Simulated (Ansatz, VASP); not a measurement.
This is a calculation of InP for Ansatz 0.2.0.

input.yaml

```yaml
crystal:
  lattice:
    - [0.0, 2.9305, 2.9305]
    - [2.9305, 0.0, 2.9305]
    - [2.9305, 2.9305, 0.0]
  atoms:
    - { symbol: In, position: [0.0, 0.0, 0.0] }
    - { symbol: P, position: [0.75, 0.75, 0.75] }
hamiltonian:
  xc: pbe
  pseudopotentials: { kind: paw }
kpoints:
  mp_grid: { grid: [8, 8, 8] }
scf:
  occupations: { method: gaussian, width: 0.03 }
output:
  forces: true
  stress: true
  eigenvalues: true
```

Potentials or basis: Ansatz PAW.

Command:

```sh
$ ansatz run input.yaml --threads 2 --pin off --max-ram 5632MiB --backend cpu --events-out ev --progress --plain --runs-dir out
```

Problem. Set up the same calculation for VASP 6.6.1. Potentials there: VASP PAW PBE potentials, release 64 (In_d, P).

Solution. As run (the cutoff follows the program's own potentials):

The input INCAR:

```
PREC = Accurate
ENCUT = 520
EDIFF = 1E-6
ISMEAR = 0
SIGMA = 0.03
LREAL = False
LASPH = True
NELM = 80
ALGO = Fast
ISIF = 2
LWAVE = False
LCHARG = False
GGA = PE
NBANDS = 16
```

Contents of KPOINTS:

```
Automatic mesh
0
Gamma
  8 8 8
```

The input POSCAR:

```
InP
1.0
    0.0000000000      2.9305000000      2.9305000000
    2.9305000000      0.0000000000      2.9305000000
    2.9305000000      2.9305000000      0.0000000000
In P
1 1
Direct
    0.0000000000      0.0000000000      0.0000000000
    0.7500000000      0.7500000000      0.7500000000
```

Potentials or basis: VASP PAW PBE potentials, release 64 (In_d, P).

Launch:

```bash
$ cat potpaw_PBE.64/In_d/POTCAR potpaw_PBE.64/P/POTCAR > POTCAR
$ mpirun -np 1 vasp_std > vasp.out
```

Both were run:

|  | VASP | Ansatz | Ansatz less VASP |
| --- | --- | --- | --- |
| gap on the k mesh at the Fermi level (eV) | 0.71 | 0.72 | +0.003 |
| least direct gap on the mesh (eV) | 0.71 | 0.72 | +0.003 |
| pressure (GPa) | 3.3 | 3.3 | -0.01 |

The functional is the same, so the differences come from potentials, cutoffs and numerics.

Caveats: spin-orbit coupling is left out, which moves the levels of the heavy elements. Expect the measured gap to be larger: semilocal functionals such as PBE lack the derivative discontinuity.
